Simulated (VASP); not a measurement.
A run of VASP 6.6.1 is set up as follows.

INCAR

```
PREC = Accurate ; ENCUT = 520
EDIFF = 1E-6 ; ISMEAR = 0
SIGMA = 0.02 ; LREAL = F
LASPH = T ; NELM = 100
ALGO = Normal ; ISIF = 2
LWAVE = F ; LCHARG = T
METAGGA = R2SCAN ; LMIXTAU = T
LUSE_VDW = T ; IVDW_NL = 2
BPARAM = 11.95 ; CPARAM = 0.0093
LVHAR = T ; KPAR = 4
```

Contents of KPOINTS:

```
regular mesh
0
Gamma
  8 8 8
```

The input POSCAR:

```
BaO                                     
1.0
    0.0000000000      2.7806926973      2.7806926973
    2.7806926973      0.0000000000      2.7806926973
    2.7806926973      2.7806926973      0.0000000000
  Ba              O             
     1     1
Direct
     0.0000000000000000    0.0000000000000000    0.0000000000000000
     0.5000000000000000    0.5000000000000000    0.5000000000000000
```

Potentials or basis: VASP PAW PBE potentials, release 64 (Ba_sv, O).

Run with:

```console
$ cat potpaw_PBE.64/Ba_sv/POTCAR potpaw_PBE.64/O/POTCAR > POTCAR
$ mpirun -np 4 vasp_std > vasp.out
```

Problem. What does it give for the pressure?

Solution. 0.1 GPa.

Problem. Estimate the band gap on the k mesh.

Solution. 2.30 eV, direct.

Caveat: the PAW data sets were made with another functional, which shifts forces and pressure a little; spin-orbit coupling is left out, which moves the levels of the heavy elements. A k mesh can miss the band edges.
